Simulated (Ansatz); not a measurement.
# Al (P6/mmm) in Ansatz: reference runs

How does Al come out in PBE? The cell is run as given and disturbed.

Everything below comes from runs of Ansatz 0.2.0. Logs are shortened: lines on timing, memory, paths and dates and some standing lists are left out, and cuts for length are marked.

### Step 1. Starting point

Symmetry: P6/mmm, No. 191, hexagonal system. The conventional cell has a = 4.547 Å, b = 4.547 Å, c = 2.754 Å, α = 90.00°, β = 90.00°, γ = 120.00°. Around Al (site symmetry -6m2) lie 5 Al at 2.63 to 2.75 Å.

The cell was built by a generator and needn't be a form met in nature.

### Step 2. Single point, PBE

input.yaml

```yaml
crystal:
  lattice:
    - [4.54673, 0.0, 0.0]
    - [-2.27337, 3.93758, 0.0]
    - [0.0, 0.0, 2.75393]
  atoms:
    - { symbol: Al, position: [0.33333, 0.66667, 0.5] }
    - { symbol: Al, position: [0.66667, 0.33333, 0.5] }
hamiltonian:
  xc: pbe
  pseudopotentials: { kind: paw }
kpoints:
  mp_grid: { grid: [7, 7, 10] }
scf:
  occupations: { method: fermi_dirac, width: 0.05 }
output:
  forces: true
  stress: true
  eigenvalues: true
```

Potentials or basis: Ansatz PAW.

Run with:

```sh
$ ansatz run input.yaml --threads 2 --pin off --max-ram 5632MiB --backend cpu --events-out ev --progress --plain --runs-dir out
```

The program printed:

```text
Warning: the atoms were moved onto the symmetric positions of the space group found under crystal.symmetry.tolerance 1.0e-5 (fractional; no operation is sought that the atoms, as they stand in a round, miss by more than twice it, and no atom is moved by as much as it), and the run uses the moved positions. Before a round's move an operation carried an atom to 4.55e-5 Å from where it should land, the largest such distance. Atom 0 (counting from 0) moved farthest, by 2.63e-5 Å; the longest move in fractions of the cell, of whichever atom, is 0.47 of the tolerance, in 1 round. To run the atoms as typed, lower crystal.symmetry.tolerance until the operations that they miss are no longer found, or set crystal.symmetry.detect: false (a key that needs symmetry detection or time reversal refuses this as the deck is read). The positions used, in the order of the run's atom list: position: [0.3333333333333333, 0.6666666666666666, 0.5]; position: [0.6666666666666666, 0.3333333333333333, 0.5]; The lattice was moved too: crystal.lattice keeps the space group found at crystal.symmetry.tolerance 1.0e-5 only nearly: the operation that it misses by the most changes a squared length by the fraction 2.89e-6. The run uses the lattice that is a stretch of the typed one, with no rotation, onto the one that keeps every operation to a double's rounding (on a very oblique basis the stretch itself rounds by more); the deck's lattice vector that moved farthest moved by 3.59e-6 Å. To run the lattice as typed, set crystal.symmetry.tolerance under 3.50e-7, the least fraction by which an operation that the lattice misses changes a squared length (the same key also sets how far an atom may lie from its image, so lowering it can lose operations that the atoms keep only within it), or set crystal.symmetry.detect: false, as for the atoms. crystal.lattice made exact, in Å and degrees: [[4.5467278729571, 2.886751345814496e-6, 0.0], [-2.27336643647855, 3.9375803986999625, 0.0], [0.0, 0.0, 2.75393]]. Pasted over the deck's crystal.lattice, beside positions in fractional coordinates, it runs the same cell (given as lengths and angles, that cell in the form's own orientation, a rigid turn of the misfit's size from the one run here, for which a checkpoint.post_process_only pass over this run's state can be refused: where this run relaxes nothing, give such a pass this deck's own crystal.lattice, as typed; behind a relaxation, as crystal.lattice, the state's own cell, identity.cell in its checkpoint.json), and a matrix so pasted ends this notice, except on a very skew basis of the lattice, where the rounding of the pasted numbers themselves can read as a misfit: the cell is then moved again, and that move is told again. The lattice as run is in this notice's lattice.as_run_ang field (Run.prep()["deck_notices"] in Python, the deck_notice line of an events file, deck_notices of ansatz run --dry-run=json, or deck_notices in record.json in the deck's checkpoint.write directory).
Warning: RAYON_NUM_THREADS=2 ignored (pool sized by the plan → 2); use --threads N
Engine: ansatz 0.2.0, aarch64-unknown-linux-gnu
Pseudopotentials: kind: paw
Pseudopotential: Al, paw, valence charge 3, recommended cutoff 420 eV (normal), Al.paw.azcp
Functional definition: PBE
  parameter kappa = 0.804
  parameter beta = 0.06672455060314922
  exchange = pbe_x(kappa = kappa, mu = beta*pi^2/3)
  correlation = pbe_c(beta = beta)
Crystal: 2 atoms, lattice volume = 49.304 Å³
Basis set: ecut = 420 eV, 951 PW (Γ), exchange–correlation on 64×64×40 points (8 copies of the dense FFT grid, shifted against one another)
Bands: 7, of which v1, the nominal top of the filled ones, is band 3 counted from 1 (2 counted from 0)
Symmetry: 24 space group operations
Space group: P6/mmm (ITA 191), of the structure as read, at distance tolerance 3.7e-5 Å
k-points: 48 of 490
Non-local potential: Al, projectors of the file, l = 0: 2, l = 1: 2, l = 2: 1
PAW form: soft (Blöchl's): semilocal exchange-correlation on the pseudo side does not see the compensation charge
PAW one-centre angular grid: Al, 110 points (default); XC on 64 Gauss nodes
Initial density: superposition of atomic densities (neutral atoms: chi_scale 0, normalization atom), corrected by the library's trained network
Initial wavefunctions: pseudopotential atomic-orbital guess
Functional: x = pbe(κ = 0.804, μ = 0.2195149727645171), c = pbe(β = 0.06672455060314922)
SCF iter   1: F=—  HF=-1074.028756 eV  |F-HF|=—  |Δ(HF+E_count)|=         —  Δρ=2.44e-3  dr2=4.24e-3  ethr=1.77e-3  ⟨swp⟩=5.5  Hψ=3057  notcnv=0
preconditioner: auto → none  [metal: Δε(μ)=0.049 eV  Ē_g=7.332 eV  σ=0.050 eV  W_gap=0.24  n_scr=6 (ndim 8)  ℏωp=13.0 eV  f_vac=0.000  D(μ)=0.60/eV (n_scr^D=0)  sad-step TF]
SCF iter   2: F=—  HF=-1074.028219 eV  |F-HF|=—  |Δ(HF+E_count)|=   5.36e-4  Δρ=1.47e-3  dr2=1.60e-3  ethr=7.06e-5  ⟨swp⟩=1.0  Hψ=723  notcnv=0
SCF iter   3: F=—  HF=-1074.027915 eV  |F-HF|=—  |Δ(HF+E_count)|=   3.04e-4  Δρ=7.44e-5  dr2=2.99e-6  ethr=2.67e-5  ⟨swp⟩=2.0  Hψ=465  notcnv=0
SCF iter   4: F=—  HF=-1074.027969 eV  |F-HF|=—  |Δ(HF+E_count)|=   5.38e-5  Δρ=1.37e-5  dr2=1.04e-7  ethr=4.99e-8  ⟨swp⟩=2.5  Hψ=480  notcnv=0
iter 5 did not close the SCF: its close was put off for the readings that it lacked (scf_convergence_deferred on its scf_iter line)
SCF iter   5: F=-1074.027969 eV  HF=-1074.027969 eV  |F-HF|=1.86e-9  |Δ(HF+E_count)|=   1.80e-7  Δρ=1.52e-6  dr2=1.81e-9  ethr=1.73e-9  ⟨swp⟩=2.2  Hψ=460  notcnv=0
SCF iter   6: F=-1074.027969 eV  HF=-1074.027969 eV  |F-HF|=1.89e-11  |Δ(HF+E_count)|=   2.53e-9  Δρ=1.49e-7  dr2=1.30e-11  ethr=3.02e-11  ⟨swp⟩=1.6  Hψ=1058  notcnv=0
SCF 1 converged in 6 iterations: F = -1074.027969 eV  dr2 = 1.30e-11
SCF converged after 6 iterations
Free energy (F): -1074.027969 eV
Harris-Foulkes:  -1074.027969 eV  (|F-HF|=1.89e-11)
Internal energy: -1074.022766 eV  (E = F + TS)
E sigma→0 (E₀):  -1074.025367 eV
Entropy (-TS):   -0.005203 eV (-2.602 meV/atom)
Fermi energy:    3.894126 eV
--- Per-component energies (eV) ---
  E_band       = 1.778094
  E_kinetic    = 40.994548
  E_local      = -11.408613  (includes V_loc(G=0)·N_el)
  E_nonlocal   = 21.958084
  E_hartree    = 5.985223
  E_xc         = -76.763446
  E_vxc        = -54.247707  (∫ρ·V_xc dr)
  E_paw        = -934.833649  (= ΣΔE_a)
  E_vpaw       = -7.488662  (= ΣTr[D̂ρ^β])
  E_aug_tail   = -0.000004  (compensation charges beyond the density's cutoff)
  E_ewald      = -119.954908
  E_smearing   = -0.005203  (= −TS)
  E_closure    = 0.000000  (closes the sum)
  Σ components = -1074.027969   (vs F -1074.027969, Δ=0.00e0)
--- Forces (eV/Å), atoms counted from 1 ---
  atom   1  Al    -0.00000000    -0.00000000     0.00000000
  atom   2  Al     0.00000000     0.00000000    -0.00000000
  max |Σ_I F_I| component: 2.78e-17 eV/Å
--- Stress (GPa, compression-positive) ---
        0.183180       0.000000       0.000000
        0.000000       0.183180       0.000000
        0.000000       0.000000      -0.526789
  P = ⅓ Tr σ = -0.0535 GPa (-0.535 kbar)
--- Band table (eV; the first three rows and the last of 48) ---
  k-point 0: bands = ["-4.8619", "3.0579", "3.0579", "3.3669", "6.1271", "6.1271", "9.3894"]
  k-point 1: bands = ["-4.6688", "3.2288", "3.2288", "3.5509", "6.3063", "6.3063", "9.1030"]
  k-point 2: bands = ["-4.0922", "3.7366", "3.7366", "4.0918", "6.8394", "6.8394", "6.9077"]
  k-point 47: bands = ["1.3425", "2.0493", "2.3134", "2.9343", "4.2763", "6.7592", "11.0931"]
```

Wall time 0.69 s (2 threads of Arm Neoverse V1, shared host); peak memory 0.28 GiB.

Results:

```
Free energy            : -1074.0280 eV
Pressure               : -0.1 GPa
Band gap on the k mesh : none (metal or under the smearing width)
```

Stress tensor (GPa, compression positive):
```
 0.18  0.00  0.00
 0.00  0.18  0.00
 0.00  0.00 -0.53
```

Levels at points of the mesh, in eV from the Fermi level:
```tsv
k point	band 1	band 2	band 3	band 4	band 5	band 6	band 7
(0.00, 0.00, 0.00)	-8.76	-0.84	-0.84	-0.53	2.23	2.23	5.50
(0.00, 0.00, -0.50)	-4.45	-3.51	2.38	2.38	2.71	5.38	5.38
```

### Step 3. Single point, PBE (atoms moved at random, drawn with an rms of 0.05 Å)

Changes to input.yaml since step 2:

```diff
@@ -6,4 +6,4 @@
   atoms:
-    - { symbol: Al, position: [0.33333, 0.66667, 0.5] }
-    - { symbol: Al, position: [0.66667, 0.33333, 0.5] }
+    - { symbol: Al, position: [0.333143, 0.660468, 0.490295] }
+    - { symbol: Al, position: [0.666874, 0.345611, 0.507218] }
 hamiltonian:
@@ -19 +19,5 @@
   eigenvalues: true
+  write_density: true
+  write_potential: true
+  elf: true
+  volumetric_format: npy
```

Potentials or basis: Ansatz PAW.

Run with:

```sh
$ ansatz run input.yaml --threads 2 --pin off --max-ram 5632MiB --backend cpu --events-out ev --progress --plain --runs-dir out
```

The program printed:

```text
Warning: RAYON_NUM_THREADS=2 ignored (pool sized by the plan → 2); use --threads N
Engine: ansatz 0.2.0, aarch64-unknown-linux-gnu
Pseudopotentials: kind: paw
Pseudopotential: Al, paw, valence charge 3, recommended cutoff 420 eV (normal), Al.paw.azcp
Functional definition: PBE
  parameter kappa = 0.804
  parameter beta = 0.06672455060314922
  exchange = pbe_x(kappa = kappa, mu = beta*pi^2/3)
  correlation = pbe_c(beta = beta)
Crystal: 2 atoms, lattice volume = 49.304 Å³
Basis set: ecut = 420 eV, 951 PW (Γ), exchange–correlation on 64×64×40 points (8 copies of the dense FFT grid, shifted against one another)
Bands: 7, of which v1, the nominal top of the filled ones, is band 3 counted from 1 (2 counted from 0)
Symmetry: 2 space group operations
Space group: P-1 (ITA 2), of the structure as read, at distance tolerance 3.7e-5 Å
k-points: 246 of 490
Non-local potential: Al, projectors of the file, l = 0: 2, l = 1: 2, l = 2: 1
PAW form: soft (Blöchl's): semilocal exchange-correlation on the pseudo side does not see the compensation charge
PAW one-centre angular grid: Al, 110 points (default); XC on 64 Gauss nodes
Initial density: superposition of atomic densities (neutral atoms: chi_scale 0, normalization atom), corrected by the library's trained network
[... 17 lines left out ...]
Entropy (-TS):   -0.005451 eV (-2.725 meV/atom)
Fermi energy:    3.912089 eV
--- Per-component energies (eV) ---
  E_band       = 1.759161
  E_kinetic    = 41.013767
  E_local      = -11.499329  (includes V_loc(G=0)·N_el)
  E_nonlocal   = 21.982079
  E_hartree    = 6.005997
  E_xc         = -76.768378
  E_vxc        = -54.252986  (∫ρ·V_xc dr)
  E_paw        = -934.841869  (= ΣΔE_a)
  E_vpaw       = -7.496297  (= ΣTr[D̂ρ^β])
  E_aug_tail   = -0.000004  (compensation charges beyond the density's cutoff)
  E_ewald      = -119.895667
  E_smearing   = -0.005451  (= −TS)
  E_closure    = 0.000000  (closes the sum)
  Σ components = -1074.008855   (vs F -1074.008855, Δ=0.00e0)
--- Forces (eV/Å), atoms counted from 1 ---
  atom   1  Al    -0.28104252     0.40330364    -0.05516787
  atom   2  Al     0.28104252    -0.40330364     0.05516787
  max |Σ_I F_I| component: 0.00e0 eV/Å
--- Stress (GPa, compression-positive) ---
        1.908157      -0.959473       0.038611
       -0.959473      -1.224292      -0.052429
        0.038611      -0.052429      -0.450277
  P = ⅓ Tr σ = 0.0779 GPa (0.779 kbar)
--- Band table (eV; the first three rows and the last of 246) ---
  k-point 0: bands = ["-4.8679", "2.8849", "3.2400", "3.3644", "5.9348", "6.3162", "9.3789"]
  k-point 1: bands = ["-4.6749", "3.0552", "3.4116", "3.5483", "6.1134", "6.4962", "9.0953"]
  k-point 2: bands = ["-4.0982", "3.5610", "3.9216", "4.0891", "6.6445", "6.9019", "7.0313"]
  k-point 245: bands = ["-3.5156", "-1.0318", "1.7173", "5.4886", "7.8750", "10.4361", "10.7344"]
```

rho_z.tsv:

```text
# z_ang	rho[e/angstrom^3]
# format = ansatz-planar-average/11
# lattice	4.546730000	0.000000000	0.000000000
# lattice	-2.273370000	3.937580000	0.000000000
# lattice	0.000000000	0.000000000	2.753930000
# sites	2
# site	13	0.013223135	2.600645587	1.350238109
# site	13	2.246394343	1.360870961	1.396842867
0.000000	9.572488e-2
0.137696	9.756945e-2
0.275393	1.027365e-1
0.413089	1.102914e-1
0.550786	1.185966e-1
0.688482	1.259387e-1
[... 12 lines left out ...]
2.478537	1.024116e-1
2.616233	9.739545e-2
```

Wall time 3.9 s (2 threads of Arm Neoverse V1, shared host); peak memory 0.37 GiB.

What came out:

```yaml
Free_energy: -1074.0089 eV
Pressure: 0.1 GPa
Largest_force: 0.495 eV/Å
Band_gap_on_the_k_mesh: none (metal or under the smearing width)
```

Forces on the atoms (eV/Å):
```
Al  -0.281  0.403 -0.055
Al   0.281 -0.403  0.055
```
